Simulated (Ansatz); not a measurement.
Crystal: V.

```xyz
1
Lattice="-1.5144 1.5144 1.5144 1.5144 -1.5144 1.5144 1.5144 1.5144 -1.5144" Properties=species:S:1:pos:R:3 pbc="T T T"
V     0.0000    0.0000    0.0000
```

Base run:

| Quantity | Value |
| --- | --- |
| Program | Ansatz 0.2.0 |
| Functional | PBE |
| Potentials or basis | Ansatz PAW |
| Cutoff | 420 eV (not typed: the program's choice for these potentials) |
| k mesh | 10 × 10 × 10 |
| Occupations | fermi-dirac, width 0.05 eV |
| Spin | collinear spin, ferromagnetic start |
| Starting moments | [0.5] μB |
| Fixed moment | 0.5 μB |

Its results: pressure -4.6 GPa; site moments V +0.40 μB.

Question: After a change of settings the same cell gave: pressure 15.2 GPa; site moments V +1.61 μB. Which change was it?
A. fixed moment from 0.5 μB to 2 μB; moments at the start from [0.5] to [2.0]
B. fixed moment from 0.5 μB to 2.5 μB; moments at the start from [0.5] to [2.5]
C. fixed moment from 0.5 μB to 1 μB; moments at the start from [0.5] to [1.0]
D. fixed moment from 0.5 μB to 3 μB; moments at the start from [0.5] to [3.0]

Answer: A.

Caveats: the total moment is fixed, so each spin has its own Fermi level; the thresholds are loose for stress.
